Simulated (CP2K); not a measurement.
Runs of CP2K 2026.2 on HfO2. Symmetry: P2_1/c, No. 14, monoclinic system. Conventional cell: a = 5.118 Å, b = 5.186 Å, c = 5.284 Å, α = 90.00°, β = 99.35°, γ = 90.00°. Hf (site symmetry 1) has 7 O at 2.03 to 2.25 Å as nearest neighbours. Around O (site symmetry 1) lie 3 Hf at 2.03 to 2.12 Å. Around O (site symmetry 1) lie 4 Hf at 2.14 to 2.25 Å. 

| level | cutoff of the non-local correlation (Ry) | gap on the mesh (eV) | pressure (GPa) | largest force (eV/Å) |
| --- | --- | --- | --- | --- |
| revPBE | - | 4.18 | 2.7 | 0.40 |
| OLYP | - | 4.29 | -0.9 | 0.38 |
| SCAN | - | 4.68 | -3.5 | 0.33 |
| PBEsol | - | 4.03 | -5.6 | 0.38 |
| rev-vdW-DF2 | 300 | 4.10 | -2.1 | 0.41 |
| PBE | - | (b) | 0.1 | 0.40 |
| LDA | - | (a) | -9.2 | (c) |

Alike in all rows: task atomic charges; potentials or basis POTENTIAL_UZH Hf GTH-PBE-q12, O GTH-PBE-q6; DZVP-MOLOPT-PBE-GTH basis; no spin polarisation; cell as given; k mesh 4 × 4 × 4; smearing fermi-dirac 0.05 eV.

Task: Fill in the values left out.

Result: (a) 3.96; (b) 4.13; (c) 0.39.

Caveats: spin-orbit coupling is left out, which moves the levels of the heavy elements; the basis of atomic orbitals isn't converged, which shifts pressures, moduli and gaps; the potentials were made for another functional, which shifts forces and pressure (some runs).

A k mesh can miss the band edges, and the runs leave out spin-orbit coupling on Hf.
